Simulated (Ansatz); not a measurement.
Runs of Ansatz 0.2.0 on MnS. Symmetry: P6_3mc, No. 186, hexagonal system. The conventional cell has a = 3.954 Å, b = 3.954 Å, c = 6.343 Å, α = 90.00°, β = 90.00°, γ = 120.00°. Around Mn (site symmetry 3m) lie 4 S at 2.36 to 2.42 Å. S (site symmetry 3m) has 4 Mn at 2.36 to 2.42 Å as nearest neighbours. The cell is a database's computed one.

```tsv
screening (1/Å)	gap on the mesh (eV)	pressure (GPa)	moment (μB)	largest force (eV/Å)
0.2	2.03	4.9	10.00	0.34
0.3	(b)	5.0	10.00	0.33
0.4	(a)	5.0	10.00	0.33
0.6	1.23	5.0	10.00	0.33
0.15	2.18	4.9	10.00	0.34
```

Alike in all rows: task single point; level HSE06 form with a typed share of exact exchange; potentials or basis Ansatz PAW; spin collinear, ferromagnetic start; cell as given; k mesh 4 × 4 × 2; cutoff (eV) 420; smearing fermi-dirac 0.05 eV; the mesh is coarse, so values aren't converged.

Task: Fill in the values left out.

Result: (a) 1.55; (b) 1.76.

Caveats: all runs use coarse meshes; the magnetic or orbital state may not be the lowest; only a ferromagnetic start was run, and an antiferromagnetic order may lie lower in energy; the PAW data sets come from PBE, with cores solved anew for the run's functional, which leaves a small shift of forces and pressure; the thresholds are loose for stress.

A k mesh can miss the band edges.
